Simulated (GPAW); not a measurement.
A run of GPAW 26.7.0:

Contents of run.py:

```python
from ase.dft.bandgap import bandgap
from ase.io import read, write
from ase.units import GPa
from gpaw import GPAW, PW

atoms = read('POSCAR')
atoms.set_initial_magnetic_moments([1.0, 0.0])

calc = GPAW(mode=PW(800),
            xc='PBE',
            kpts={'size': (11, 11, 11), 'gamma': True},
            occupations={'name': 'fermi-dirac', 'width': 0.05},
            nbands=22,
            convergence={'density': 1e-05, 'energy': 1e-05},
            maxiter=150,
            txt='gpaw.txt')
atoms.calc = calc
energy = atoms.get_potential_energy()
forces = atoms.get_forces()
stress = atoms.get_stress()
calc.write('gs.gpw')
write('result.traj', atoms)
print(f'Energy: {energy:.6f} eV')
print('Forces (eV/A):')
print(forces.round(4))
print('Stress (GPa):', (stress / GPa).round(3))
print('Moments:', calc.get_magnetic_moments().round(3))
print('Fermi level:', round(calc.get_fermi_level(), 4), 'eV')
print(f'Gap: {bandgap(calc)[0]:.4f} eV, direct: {bandgap(calc, direct=True)[0]:.4f} eV')
```

File POSCAR:

```
NiO
1.0
    0.0000000000      2.0859016414      2.0859016414
    2.0859016414      0.0000000000      2.0859016414
    2.0859016414      2.0859016414      0.0000000000
Ni O
1 1
Direct
   -0.0003700000     -0.0167360000      0.0195200000
    0.5030520000      0.4931530000      0.4960460000
```

Potentials or basis: GPAW PAW data sets (gpaw-data 1.2.1), pw.

Launch:

```console
$ OMP_NUM_THREADS=1 python run.py
```

Hardware: 1 thread of Arm Neoverse N1, with other jobs on the host.

Problem. How long does it take, and how much memory?

Solution. Run time: 19 min on 1 thread of Arm Neoverse N1, with other jobs on the host, peak memory 0.74 GiB. Counts: scf iterations 16, plane waves 950, bands 22, k points 666.
